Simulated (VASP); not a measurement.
TiC: single point with PBE

TiC:

```
CELL_PARAMETERS angstrom
0.00000 2.15930 2.15930
2.15930 0.00000 2.15930
2.15930 2.15930 0.00000
ATOMIC_POSITIONS crystal
Ti 0.00000 0.00000 0.00000
C 0.50000 0.50000 0.50000
```

```json
{
 "Program": "VASP 6.6.1",
 "Task": "single point",
 "Functional": "PBE",
 "Potentials or basis": "VASP PAW PBE potentials, release 64 (Ti_sv, C)",
 "Cutoff": "520 eV",
 "k mesh": "10 × 10 × 10",
 "Occupations": "gaussian, width 0.1 eV",
 "Spin": "no spin polarisation",
 "Further INCAR settings": "ALGO = Fast; EDIFF = 1e-07"
}
```

| Item | Value |
| --- | --- |
| Pressure | 2.8 GPa |
| Band gap on the k mesh | none (metal or under the smearing width) |

Levels at points of the mesh, in eV from the Fermi level:
```tsv
k point	band 4	band 5	band 6	band 7	band 8	band 9	band 10	band 11	band 12
(0.00, 0.00, 0.00)	-32.64	-12.49	0.64	0.64	0.64	1.64	1.64	1.64	1.68
(0.50, 0.00, 0.00)	-32.69	-8.97	-5.93	-2.97	-2.97	2.90	2.90	4.09	8.21
(0.50, 0.50, 0.00)	-32.81	-10.20	-3.49	-1.70	-0.08	-0.08	2.68	3.50	3.50
```

Wall time 24 s on 1 thread of Intel(R) Xeon(R) 6975P-C (Granite Rapids) (shared host), peak memory 0.14 GiB.
